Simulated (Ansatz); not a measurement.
Predict the output of the script below (the Python package of Ansatz (0.2.0)).

The script reads `te2mo.xyz`:
```text
3
Lattice="3.56023281 0.0 0.0 -1.78011641 3.08325206 0.0 0.0 0.0 17.52405782" Properties=species:S:1:pos:R:3 pbc="T T T"
Te   -0.00000002    2.05550138   15.73407082
Te   -0.00000002    2.05550138    1.78998700
Mo    0.00000000    0.00000000    0.00000000
```

Script `defect_te2mo.py`:
```python
"""Point defect (vacancy) in Te2Mo."""

import ansatz
import numpy as np


def main() -> None:
    cell = ansatz.Crystal.from_extxyz("te2mo.xyz")
    host = cell.supercell(2, 2, 1)
    defective = host.vacancy("Te", at=(1 / 3, 2 / 3, 0.897855))

    def prepare(structure):
        return (
            structure.calculation()
            .kpoints(spacing=0.72)  # sampling of the Brillouin zone
            .occupations("Gaussian")  # smearing steadies the SCF of a metal
            .functional(ansatz.Functional.PBESOL)
            .scf(extra_bands=6)
            .band_table()
        )


    perfect = prepare(host).run(threads=1).report
    base = (
        prepare(defective)
        .relax(force_tolerance=0.03, max_steps=25)
    )
    done = base.run(threads=1)
    r = done.report

    n_host, n_defect = len(perfect["lattice"]["sites"]), len(r["lattice"]["sites"])
    print(f"perfect cell: {n_host} atoms, F = {perfect['free_energy_ev']:.4f} eV")
    print(f"defect cell:  {n_defect} atoms, F = {r['free_energy_ev']:.4f} eV")
    # chemical potentials are still to be added to this difference
    print(f"difference {r['free_energy_ev'] - perfect['free_energy_ev']:.4f} eV (no chemical potentials)")

    pull = np.linalg.norm(r["forces_ev_ang"], axis=1)
    for atom in np.argsort(-pull)[:5]:
        print(f"force on {done.lattice.sites[atom].symbol}{atom}: {pull[atom]:.3f} eV/A")

    for label, run in (("perfect", perfect), ("defect", r)):
        levels, filled = np.array(run["eigenvalues_ev"][0]), np.array(run["occupations"][0])
        top = int(np.argmin(np.abs(levels - run["fermi_energy_ev"])))
        window = slice(max(top - 3, 0), top + 4)
        print(label, "levels near E_F at the first k-point:", ", ".join(f"{e - run['fermi_energy_ev']:.2f} ({f:.2f})" for e, f in zip(levels[window], filled[window])))


if __name__ == "__main__":
    main()
```

```console
$ python defect_te2mo.py
DeckWarning: basis.ecutwfc = 420 eV, auto-derived from the records' recommended cutoffs: set by Te (normal level)
perfect cell: 12 atoms, F = -74805.1752 eV
defect cell:  11 atoms, F = -67900.5691 eV
difference 6904.6061 eV (no chemical potentials)
force on Te0: 0.018 eV/A
force on Te5: 0.009 eV/A
force on Te8: 0.009 eV/A
force on Te2: 0.009 eV/A
force on Mo1: 0.007 eV/A
perfect levels near E_F at the first k-point: -0.87 (2.00), -0.87 (2.00), -0.87 (2.00), 0.85 (0.00), 0.85 (0.00), 0.85 (0.00), 1.20 (0.00)
defect levels near E_F at the first k-point: -0.88 (2.00), -0.84 (2.00), -0.65 (2.00), -0.12 (1.90), 0.68 (0.00), 0.68 (0.00), 1.10 (0.00)
```
(Warnings from the package without file and line.)

What to keep in mind:
- The settings weren't tested for convergence.
- The cell holds layers, chains or clusters in vacuum, no bulk phase.
- The computed bands are complete only to about 1.2 eV above the Fermi level.
- The relaxation stopped at 0.018 eV/Å, so the energy gained is a lower bound and displacements are uncertain.
- The difference holds no chemical potentials.
- An opening on this mesh may only mean that it misses a point where bands touch.
- Each cell's levels count from its own Fermi level and aren't aligned; one k-point can hide that the defect cell is metallic.
- This cell is a computed structure, which may not be the phase found in nature.
- Levels are Kohn-Sham eigenvalues on this mesh, without spin-orbit coupling.
- The supercell is small, so the defect meets its images and the energies aren't those of an isolated defect; a partly filled defect level may also lower its energy by spin or distortion. For a charged cell the difference holds no correction, alignment or term for the electrons' reservoir.
- Run time: 51 s on 1 thread of Arm Neoverse V1, on a shared host, peak memory 0.99 GiB.

(Lines on the test bed's own set-up are left out of the output.)
